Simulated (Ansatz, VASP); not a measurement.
One calculation of HgSe (e600), two programs

Contents of INCAR:

```
PREC     = Accurate       # precision mode
ENCUT    = 600            # plane-wave cutoff, eV
EDIFF    = 1E-6           # SCF threshold, eV
ISMEAR   = 0              # smearing method
SIGMA    = 0.1            # smearing width, eV
LREAL    = False          # projectors in reciprocal space
LASPH    = True           # aspherical terms in the spheres
NELM     = 100            # most SCF steps
ALGO     = Normal         # electronic algorithm
ISIF     = 3              # what is computed and relaxed
LWAVE    = False          # write WAVECAR
LCHARG   = False          # write CHGCAR
GGA      = PE             # functional
IBRION   = 2              # ionic algorithm
NSW      = 100            # ionic steps
EDIFFG   = -0.002         # ionic threshold
```

Contents of KPOINTS:

```
Automatic mesh
0
Gamma
  12 12 12
```

POSCAR

```
HgSe
1.0
    0.0000000000      3.1300532127      3.1300532127
    3.1300532127      0.0000000000      3.1300532127
    3.1300532127      3.1300532127      0.0000000000
Hg Se
1 1
Direct
    0.0000000000      0.0000000000      0.0000000000
    0.2500000000      0.2500000000      0.2500000000
```

Input for Ansatz:

```yaml
crystal:
  lattice:
    - [0.0, 3.1300532127, 3.1300532127]
    - [3.1300532127, 0.0, 3.1300532127]
    - [3.1300532127, 3.1300532127, 0.0]
  atoms:
    - { symbol: Hg, position: [0.0, 0.0, 0.0] }
    - { symbol: Se, position: [0.25, 0.25, 0.25] }
basis:
  ecutwfc: 600.0
kpoints:
  mp_grid: { grid: [12, 12, 12] }
hamiltonian:
  xc: pbe
scf:
  occupations: { method: gaussian, width: 0.1 }
output:
  forces: true
  stress: true
  eigenvalues: true
  write_density: true
  write_potential: true
  elf: true
  volumetric_format: npy
relax:
  adjacent_minimum: "off"
  f_tol: 0.002
  max_steps: 80
  cell: { stress_tol: 0.02 }
```

Alike in both runs: task relaxation of cell and atoms; functional PBE; k mesh 12 × 12 × 12; occupations gaussian, width 0.1 eV; no spin polarisation.

|  | VASP | Ansatz |
| --- | --- | --- |
| version | VASP 6.6.1 | Ansatz 0.2.0 |
| potentials or method | VASP PAW PBE potentials, release 64 (Hg, Se) | scalar-relativistic, plane waves, PAW |
| plane-wave cutoff (eV) | 600 | 600 |
| valence electrons in the cell | 18 | 36 |

|  | VASP | Ansatz | Ansatz less VASP |
| --- | --- | --- | --- |
| gap on the k mesh at the Fermi level, each at its own relaxed structure (eV) | none | none | - |
| relaxed volume (Å³/atom) | 30.80 | 30.67 | -0.133 |
| relaxed cell length with the largest relative difference (Å) | 4.433 | 4.427 | -0.0064 |

A gap of «none» marks a metal or a gap that the smearing closes. The two sets of potentials don't hold the same shells in valence.

Spin-orbit coupling is left out, which matters for the levels of Hg. PBE usually gives volumes a little too large and moduli too small. Zero-point motion and thermal expansion aren't in these numbers.
